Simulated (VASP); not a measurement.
Crystal: CoO.

```xyz
2
Lattice="-1.5080 1.5080 2.1072 1.5080 -1.5080 2.1072 1.5080 1.5080 -2.1072" Properties=species:S:1:pos:R:3 pbc="T T T"
Co    0.0000    0.0000    0.0000
O     0.0000    0.0000    2.1072
```

```yaml
Program: VASP 6.6.1
Task: single point
Functional: PBE
Potentials_or_basis: VASP PAW PBE potentials, release 64 (Co, O)
Cutoff: 520 eV
k_mesh: 12 × 12 × 12
Occupations: fermi-dirac, width 0.05 eV
Spin: collinear spin, ferromagnetic start
Starting_moments: "[2.0, 0.0] μB"
```

On this cell: pressure -0.5 GPa; largest force under 0.003 eV/Å; net moment 2.88 μB per cell; site moments Co +2.54; O +0.29 μB; band gap on the k mesh none (metal or under the smearing width).

The same run follows on a disturbed copy (atoms moved at random, drawn with an rms of 0.05 Å):

```
CELL_PARAMETERS angstrom
-1.50800 1.50800 2.10725
1.50800 -1.50800 2.10725
1.50800 1.50800 -2.10725
ATOMIC_POSITIONS crystal
Co 0.99472 0.00494 0.01533
O 0.51463 0.49959 0.00496
```

Q: What changes?

A: The energy (extrapolated to zero smearing) moves by +2.1 meV/atom; pressure -0.1 GPa; largest force 0.123 eV/Å; net moment 2.89 μB per cell; site moments Co +2.54; O +0.30 μB; band gap on the k mesh none (metal or under the smearing width).

Forces on the atoms (eV/Å):
```
Co  -0.057  0.028  0.105
O    0.057 -0.028 -0.105
```

Stress tensor (GPa, compression positive):
```
-0.41 -0.34  0.31
-0.34 -0.19 -0.13
 0.31 -0.13  0.20
```

Caveats: a cell with one magnetic atom can't hold antiferromagnetic order, which such compounds often take; semilocal functionals often make such compounds metallic where correlation or magnetic order opens a gap, which also shifts bond lengths.
